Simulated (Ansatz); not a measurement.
WS₂ in the fluorite structure was put through Ansatz (plane waves). It starts from the PBE minimum.

Starting structure:
```
W S
1.0
     0.00000    2.93609    2.93609
     2.93609    0.00000    2.93609
     2.93609    2.93609    0.00000
W S
1 2
Direct
  0.00000 0.00000 0.00000
  0.25000 0.25000 0.25000
  0.75000 0.75000 0.75000
```

Output, abridged:
```
Functional definition: r2SCAN
Crystal: 3 atoms, lattice volume = 50.622 Å³
Basis set: ecut = 500 eV, 1243 PW (Γ)
Bands: 17, of which v1, the nominal top of the filled ones, is band 13 counted from 1 (12 counted from 0)
Symmetry: 48 space group operations
Space group: Fm-3m (ITA 225)
k-points: 29 of 512
preconditioner: auto → LDOS  [metal: Δε(μ)=0.001 eV  σ=0.020 eV  ℏωp=22.1 eV  β→1.0]
SCF 1 converged in 7 iterations: F = -12208.881370 eV  dr2 = 4.69e-9
relax step 1: F+E_penalty+E_count = -12208.88136990 eV  P = -0.776 GPa  Ω = 50.622 Å³
SCF 2 converged in 5 iterations: F = -12208.882003 eV  dr2 = 1.36e-7
relax step 2: F+E_penalty+E_count = -12208.88200276 eV  P = +0.287 GPa  Ω = 50.274 Å³
SCF 3 converged in 4 iterations: F = -12208.882060 eV  dr2 = 3.07e-8
relax step 3: F+E_penalty+E_count = -12208.88206023 eV  P = +0.000 GPa  Ω = 50.367 Å³
SCF 4 converged in 5 iterations: F = -12208.881983 eV  dr2 = 2.20e-12
relax step 4: F+E_penalty+E_count = -12208.88198287 eV  P = -0.001 GPa  Ω = 50.367 Å³  (SCF on a basis re-selected at this cell)
Free energy (F): -12208.881983 eV
Internal energy: -12208.874616 eV  (E = F + TS)
E sigma→0 (E₀):  -12208.878299 eV
Entropy (-TS):   -0.007367 eV (-2.456 meV/atom)
Fermi energy:    12.659234 eV
--- Forces (eV/Å), atoms counted from 1 ---
  atom   1  W       0.00000      0.00000      0.00000
  atom   2  S       0.00000      0.00000      0.00000
  atom   3  S       0.00000      0.00000      0.00000
--- Stress (GPa, compression-positive) ---
       -0.000875       0.000000       0.000000
        0.000000      -0.000875       0.000000
        0.000000       0.000000      -0.000875
  P = ⅓ Tr σ = -0.0009 GPa (-0.009 kbar)
--- Relaxed structure (3 steps of the walk, 3 accepted, 1 SCFs on fresh bases) ---
  F+E_penalty+E_count = -12208.88198287 eV
  cell:  # Å, volume = 50.3673 Å³
    - [0.000000, 2.931160, 2.931160]
    - [2.931160, 0.000000, 2.931160]
    - [2.931160, 2.931160, 0.000000]
  atoms:
    - { symbol: W, position: [0.000000, 0.000000, 0.000000] }
    - { symbol: S, position: [0.250000, 0.250000, 0.250000] }
    - { symbol: S, position: [0.750000, 0.750000, 0.750000] }
```

Question: Write the input file that gave this output.

Answer:
```yaml
crystal:
  # lattice and atoms as above
kpoints:
  mp_grid: { grid: [8, 8, 8] }
hamiltonian:
  xc: r2scan
scf:
  occupations: { method: fermi_dirac, width: 0.02 }
relax:
  f_tol: 0.005
  cell: {}
```
The relax steps with a changing cell volume need the relax block with cell. Keys that only write grids to files are left aside. This is the file that was run; thresholds and some counts can't be read off the log exactly.

Command: `ansatz run input.yaml --threads 2 --pin off --max-ram 2211MiB --backend cpu --events-out ev --progress --plain --runs-dir out`. It took 6.3 s on 2 threads of Intel(R) Xeon(R) 6975P-C (Granite Rapids), on a shared host, load about 0.6 per core; peak host memory 0.56 GiB.

The cell comes from a prototype generator: it can be a known phase or a hypothetical one. Spin polarisation is off.

Where bands overlap, v1 and c1 are numbered by the electron count and aren't everywhere filled or empty.
